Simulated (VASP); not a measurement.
Set up this calculation in VASP 6.6.1, as the native input.

```yaml
Task: Born charges and dielectric tensor
Functional: LDA
Potentials_or_basis: VASP PAW LDA potentials, release 64 (Ba_sv, Ti_sv, O)
Cutoff: 520 eV
k_mesh: 8 × 8 × 8
Occupations: gaussian, width 0.02 eV
Spin: no spin polarisation
Further_INCAR_settings: ALGO = Normal; EDIFF = 1e-08; IBRION = 8; NSW = 1
```

The structure of BaTiO3 lies in POSCAR:

```
BaTiO3                                  
1.0
    3.9396736484      0.0000000000      0.0000000000
    0.0000000000      2.8064581704      2.8110056176
    0.0000000000     -2.8064581704      2.8110056176
  Ba              Ti              O             
     1     1     3
Direct
     0.0000000000000000    0.0045350785090221    0.0045350785090221
     0.5000000000000000    0.5151149984416818    0.5151149984416818
     0.0000000000000000    0.4937487834783241    0.4937487834783241
     0.5000000000000000    0.4948408292409923    0.9886403103299841
     0.5000000000000000    0.9886403103299841    0.4948408292409923
```

These files were run (other wordings do the same):

INCAR

```
PREC     = Accurate       # precision mode
ENCUT    = 520            # plane-wave cutoff, eV
EDIFF    = 1E-8           # SCF threshold, eV
ISMEAR   = 0              # smearing method
SIGMA    = 0.02           # smearing width, eV
LREAL    = F              # projectors in reciprocal space
LASPH    = T              # aspherical terms in the spheres
NELM     = 80             # most SCF steps
ALGO     = Normal         # electronic algorithm
ISIF     = 2              # what is computed and relaxed
LWAVE    = F              # write WAVECAR
LCHARG   = F              # write CHGCAR
LEPSILON = T              # dielectric tensor by DFPT
IBRION   = 8              # ionic algorithm
NSW      = 1              # ionic steps
KPAR     = 8
```

KPOINTS

```
regular mesh
0
Gamma
  8 8 8
```

Potentials or basis: VASP PAW LDA potentials, release 64 (Ba_sv, Ti_sv, O).

The run is started by

```bash
$ cat potpaw_LDA.64/Ba_sv/POTCAR potpaw_LDA.64/Ti_sv/POTCAR potpaw_LDA.64/O/POTCAR > POTCAR
$ mpirun -np 8 vasp_std > vasp.out
```

Results of the run:

| Property | Result |
| --- | --- |
| Band gap on the k mesh | 1.94 eV, indirect (least direct gap 2.18 eV) |
| Electronic dielectric tensor (diagonal) | 6.55, 6.35, 6.07 |
| Born charges (mean of the diagonal) | Ba +2.77; Ti +6.73; O -3.26, -3.12 e |
| Highest phonon frequency at Γ, LO-TO splitting left out | 508 cm⁻¹ |
| Most unstable mode | 68i cm⁻¹ |

Caveat: some modes are imaginary; spin-orbit coupling is left out, which moves the levels of the heavy elements.

It took 18 min on 8 MPI ranks on Intel(R) Xeon(R) 6975P-C (Granite Rapids), on a shared host, peak memory 0.95 GiB a rank.
